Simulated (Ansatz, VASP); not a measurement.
Zr in VASP and in Ansatz

The input INCAR:

```
SYSTEM = Zr
PREC = Accurate ; ENCUT = 520
EDIFF = 1E-6 ; ISMEAR = 0
SIGMA = 0.1 ; LREAL = .False.
LASPH = .True. ; NELM = 80
ALGO = Fast ; ISIF = 2
LWAVE = .False. ; LCHARG = .True.
GGA = PS ; LELF = .True.
LVHAR = .True. ; NBANDS = 12
```

KPOINTS

```
Automatic mesh
0
Gamma
  8 8 8
  0 0 0
```

Contents of POSCAR:

```
Zr
1.0
    0.0000000000      2.1584285594      2.1584285594
    2.1584285594      0.0000000000      2.1584285594
    2.1584285594      2.1584285594      0.0000000000
Zr
1
Direct
    0.0000000000      0.0000000000      0.0000000000
```

Input for Ansatz:

```yaml
crystal:
  lattice:
    - [0.0, 2.1584285596, 2.1584285596]
    - [2.1584285596, 0.0, 2.1584285596]
    - [2.1584285596, 2.1584285596, 0.0]
  atoms:
    - { symbol: Zr, position: [0.0, 0.0, 0.0] }
basis:
  ecutwfc: 420
kpoints:
  mp_grid: { grid: [8, 8, 8] }
hamiltonian:
  xc: pbesol
scf:
  occupations: { method: gaussian, width: 0.1 }
output:
  forces: true
  stress: true
  eigenvalues: true
```

Alike in both runs: task single point; functional PBEsol; k mesh 8 × 8 × 8; occupations gaussian, width 0.1 eV; no spin polarisation.

|  | VASP | Ansatz |
| --- | --- | --- |
| version | VASP 6.6.1 | Ansatz 0.2.0 |
| potentials or method | VASP PAW PBE potentials, release 64 (Zr_sv) | scalar-relativistic, plane waves, PAW |
| plane-wave cutoff (eV) | 520 | 420 |
| valence electrons in the cell | 12 | 12 |

Ansatz gave:

| Property | Result |
| --- | --- |
| gap on the k mesh at the Fermi level (eV) | none |
| pressure (GPa) | 11.8 |

Q: Estimate VASP's values.

A: gap on the k mesh at the Fermi level (eV): none; pressure (GPa): 11.9.

A gap of «none» marks a metal or a gap that the smearing closes. The functional is the same, so the differences come from potentials, cutoffs and numerics.

Caveats: the PAW data sets were made with another functional, which shifts forces and pressure a little (VASP).
